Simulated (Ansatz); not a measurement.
The system is Cu3Au (Auricupride).

```
Au Cu
1.0
     3.74000    0.00000    0.00000
     0.00000    3.74000    0.00000
     0.00000    0.00000    3.74000
Au Cu
1 3
Direct
  0.00000 0.00000 0.00000
  0.50000 0.50000 0.00000
  0.50000 0.00000 0.50000
  0.00000 0.50000 0.50000
```

```yaml
Program: Ansatz 0.2.0
Task: relaxation of cell and atoms
Functional: revPBE
Potentials_or_basis: Ansatz PAW
Cutoff: "420 eV (not typed: the program's choice for these potentials)"
k_mesh: 7 × 7 × 7
Occupations: fermi-dirac, width 0.05 eV
Spin: no spin polarisation
```

At the start: volume 13.08 Å³/atom.

Task: How do energy, volume and symmetry change on relaxing?

Result: It ends after 5 steps and the volume is 13.83 Å³/atom (+5.7 %); space group Pm-3m (No. 221, to 0.05 Å).

Step by step:
```csv
step,energy change (eV),largest force (eV/Å),volume (Å³)
1,0.0000,0.0000,52.31
2,-0.0695,0.0000,54.75
3,-0.0714,0.0000,55.26
4,-0.0714,0.0000,55.31
5,-0.0732,0.0000,55.31
```

Final structure:
```xyz
4
Lattice="3.8102 0.0000 0.0000 0.0000 3.8102 0.0000 0.0000 0.0000 3.8102" Properties=species:S:1:pos:R:3 pbc="T T T"
Au    0.0000    0.0000    0.0000
Cu    1.9051    1.9051    0.0000
Cu    1.9051    0.0000    1.9051
Cu    0.0000    1.9051    1.9051
```

Caveat: the plane-wave basis is chosen anew once the cell has moved, so the energies of steps on either side of that aren't comparable; the PAW data sets come from PBE, with cores solved anew for the run's functional, which leaves a small shift of forces and pressure.
